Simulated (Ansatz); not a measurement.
# ZrH: the cost of one run

Computed with Ansatz 0.2.0 (DFT PBE, scalar-relativistic, plane waves, PAW, unless a step's input says otherwise).

**1. The system as given**

Symmetry: P6/mmm, No. 191, hexagonal system. Conventional cell: a = 4.644 Å, b = 4.644 Å, c = 4.349 Å, α = 90.00°, β = 90.00°, γ = 120.00°. Zr (site symmetry mmm) is surrounded by 2 H at 2.17 Å and 4 Zr at 2.32 Å. H (site symmetry mmm) has 2 Zr at 2.17 Å as nearest neighbours.

Coordinates:

```
Zr H
1.0
     4.64398    0.00000    0.00000
    -2.32199    4.02180    0.00000
     0.00000    0.00000    4.34924
Zr H
3 3
Cartesian
  2.3220 0.0000 0.0000
  -1.1610 2.0109 0.0000
  1.1610 2.0109 0.0000
  2.3220 0.0000 2.1746
  -1.1610 2.0109 2.1746
  1.1610 2.0109 2.1746
```

Recipe of the guess: random cell by space group and Wyckoff sites (P6/mmm, No. 191). Its size is a rough estimate.

**2. Probe: one point on a coarse mesh**

input.yaml

```yaml
crystal:
  lattice:
    - [4.64397925, 0.0, 0.0]
    - [-2.32198963, 4.02180401, 0.0]
    - [0.0, 0.0, 4.34924488]
  atoms:
    - { symbol: Zr, position: [0.5, 0.0, 0.0] }
    - { symbol: Zr, position: [0.0, 0.5, 0.0] }
    - { symbol: Zr, position: [0.5, 0.5, 0.0] }
    - { symbol: H, position: [0.5, 0.0, 0.5] }
    - { symbol: H, position: [0.0, 0.5, 0.5] }
    - { symbol: H, position: [0.5, 0.5, 0.5] }
basis:
  ecutwfc: 420
kpoints:
  mp_grid: { grid: [6, 6, 4] }
hamiltonian:
  xc: pbe
scf:
  occupations: { method: gaussian, width: 0.1 }
  lower_state_search: "off"
output:
  forces: true
  stress: true
  eigenvalues: true
```

Command:

```bash
> ansatz run input.yaml --threads 1 --pin off --max-ram 2560MiB --backend cpu --events-out ev --progress --plain --runs-dir out
```

What time and memory should one allow on 1 thread of Arm Neoverse V1, shared host?

About 3.3 s, with a peak of 0.33 GiB.
